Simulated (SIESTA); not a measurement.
Crystal: SrCl2.

```
CELL_PARAMETERS angstrom
0.00000 3.48835 3.48835
3.48835 0.00000 3.48835
3.48835 3.48835 0.00000
ATOMIC_POSITIONS crystal
Sr 0.00000 0.00000 0.00000
Cl 0.75000 0.75000 0.75000
Cl 0.25000 0.25000 0.25000
```

Base run:

```yaml
Program: SIESTA 5.4.2
Functional: PBEsol
Potentials_or_basis: PseudoDojo 0.4 standard (PBEsol files)
Basis: DZP (energy shift 0.003 Ry; two zetas on semicore shells; d shell added on Sr)
Grid_cutoff: 800 Ry
Energy_shift: 0.003 Ry
k_mesh: 7 × 7 × 7
Occupations: fermi-dirac, width 0.05 eV
Spin: no spin polarisation
```

Its results: band gap on the k mesh 5.32 eV, indirect (least direct gap 5.63 eV); pressure -0.8 GPa.

**Question.** The run is repeated on the same cell with these changes: functional from PBEsol to LDA; potentials or basis from PseudoDojo 0.4 standard (PBEsol files) to PseudoDojo 0.4 standard (LDA files). What comes out?

**Answer.** Band gap on the k mesh 5.06 eV, indirect (least direct gap 5.37 eV); pressure -2.7 GPa.

Caveats: the basis of atomic orbitals isn't converged, which shifts pressures, moduli and gaps.

A k mesh can miss the band edges.
